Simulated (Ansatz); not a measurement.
Here is an Ansatz 0.2.0 calculation.

The input input.yaml:

```yaml
crystal:
  lattice:
    - [4.26, 0.0, 0.0]
    - [0.0, 4.26, 0.0]
    - [0.0, 0.0, 4.26]
  atoms:
    - { symbol: Cu, position: [0.75, 0.25, 0.75] }
    - { symbol: Cu, position: [0.75, 0.75, 0.25] }
    - { symbol: Cu, position: [0.25, 0.75, 0.75] }
    - { symbol: Cu, position: [0.25, 0.25, 0.25] }
    - { symbol: O, position: [0.5, 0.5, 0.5] }
    - { symbol: O, position: [0.0, 0.0, 0.0] }
hamiltonian:
  xc: pbe
  pseudopotentials: { kind: paw }
kpoints:
  mp_grid: { grid: [6, 6, 6] }
  band_path:
    path:
      - [[0.0, 0.0, 0.0], [0.0, 0.5, 0.0], [0.5, 0.5, 0.0], [0.0, 0.0, 0.0], [0.5, 0.5, 0.5], [0.0, 0.5, 0.0]]
      - [[0.5, 0.5, 0.0], [0.5, 0.5, 0.5]]
    npoints: 14
scf:
  occupations: { method: fermi_dirac, width: 0.05 }
  n_extra_bands: 15
output:
  forces: true
  stress: true
  eigenvalues: true
  fatbands: false
  write_density: true
  write_potential: true
  elf: true
  volumetric_format: npy
```

Potentials or basis: Ansatz PAW.

The run is started by

```bash
$ ansatz run input.yaml --threads 2 --pin off --max-ram 5632MiB --backend cpu --events-out ev --progress --plain --runs-dir out
```

Question: Predict the band gap along the path.

Answer: 0.53 eV, direct.

Question: Predict the pressure.

Answer: 3.2 GPa.

Question: Estimate the band gap on the k mesh.

Answer: 0.53 eV, direct.

Levels at the corners of the path, in eV from the valence-band top:
| point | band 40 | band 41 | band 42 | band 43 | band 44 | band 45 | band 46 | band 47 | band 48 | band 49 |
| --- | --- | --- | --- | --- | --- | --- | --- | --- | --- | --- |
| Γ | -1.55 | -1.55 | 0.00 | 0.00 | 0.00 | 0.53 | 1.21 | 1.21 | 7.91 | 7.91 |
| X | -1.67 | -1.20 | -1.20 | -0.39 | -0.39 | 2.25 | 2.25 | 4.21 | 4.21 | 7.39 |
| M | -1.48 | -1.21 | -1.21 | -0.66 | -0.66 | 1.90 | 1.90 | 3.83 | 3.83 | 6.79 |
| Γ | -1.55 | -1.55 | 0.00 | 0.00 | 0.00 | 0.53 | 1.21 | 1.21 | 7.91 | 7.91 |
| R | -1.61 | -0.99 | -0.57 | -0.57 | -0.57 | 2.42 | 2.42 | 2.42 | 4.87 | 4.87 |
| X | -1.67 | -1.20 | -1.20 | -0.39 | -0.39 | 2.25 | 2.25 | 4.21 | 4.21 | 7.39 |
| M | -1.48 | -1.21 | -1.21 | -0.66 | -0.66 | 1.90 | 1.90 | 3.83 | 3.83 | 6.79 |
| R | -1.61 | -0.99 | -0.57 | -0.57 | -0.57 | 2.42 | 2.42 | 2.42 | 4.87 | 4.87 |

Caveat: the pressure holds a Pulay correction of +0.4 GPa for the finite cutoff.

**The experiment to reproduce.**

From “Importance of surface oxygen vacancies for ultrafast hot carrier relaxation and transport in Cu2O”, 2021, arxiv:2103.03167, for a bulk crystal of Cu2O: band gap 2.17 eV (direct).

Measured gap of Cu2O: 2.17 eV (direct; quoted in “Importance of surface oxygen vacancies for ultrafast hot carrier relaxation and transport in Cu2O”, 2021, arxiv:2103.03167). This calculation gives 0.53 eV (-1.64 eV). So large a miss can be the level of theory's own, or it may mean another phase, state or a wrong row. The value is that of PBE, without temperature or zero-point motion. Semilocal functionals fall short of measured gaps as a rule.
